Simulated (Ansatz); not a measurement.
Below is a relaxed structure of Hf3SiO8. The cell was found from a structure generator's guess, not taken from experiment.

All numbers below come from Ansatz 0.2.0, DFT PBE, scalar-relativistic, plane waves, PAW. Cutoff 420 eV, Γ-centred mesh, Gaussian smearing, no spin polarisation.

```
CELL_PARAMETERS angstrom
-2.49762 2.49762 4.98100
2.49762 -2.49762 4.98100
2.49762 2.49762 -4.98100
ATOMIC_POSITIONS crystal
Hf 0.75000 0.25000 0.50000
Hf 0.50000 0.50000 0.00000
Hf 0.25000 0.75000 0.50000
Si 0.00000 0.00000 0.00000
O 0.35993 0.35993 0.47845
O 0.11852 0.64007 0.00000
O 0.88148 0.88148 0.52155
O 0.64007 0.11852 0.00000
O 0.64007 0.64007 0.52155
O 0.35993 0.88148 0.00000
O 0.11852 0.11852 0.47845
O 0.88148 0.35993 0.00000
```

Formation energies are uncorrected and refer to the elements' standard structures at the same level (O₂ as a molecule).

(1) What space group does it have?

(2) What is its formation energy per atom?

(3) Is it a metal?

Answers

(1) I4/mmm (No. 139), with Hf and Si ordered on fluorite sites. Conventional cell: a = 4.995 Å, c = 9.962 Å. Hf on a site of symmetry -4m2 has 8 O at 2.19 Å; Hf on a site of symmetry 4/mmm has 8 O at 2.20 Å; Si is surrounded by 8 O at 2.07 Å; O has 1 Si at 2.07 Å, 3 Hf at 2.19–2.20 Å, 3 O at 2.39–2.40 Å and 3 O at 2.58–2.61 Å.

(2) −2.806 eV/atom.

(3) No, the gap on the 10×10×10 mesh is 0.35 eV.

The last run used a 10×10×10 mesh for its 12-atom cell and Gaussian smearing of 0.02 eV. Spin–orbit coupling, which can matter for Hf, is left out. Kohn–Sham gaps at this level usually fall short of measured ones. Small gaps are read on the mesh alone, and bands can cross between its points. Symmetry constrained the relaxation, so the result can be a saddle point. Another cell of Hf3SiO8 relaxed alike, in Cmmm, lies 0.32 eV/atom lower, so this cell isn't the stable form at this level.
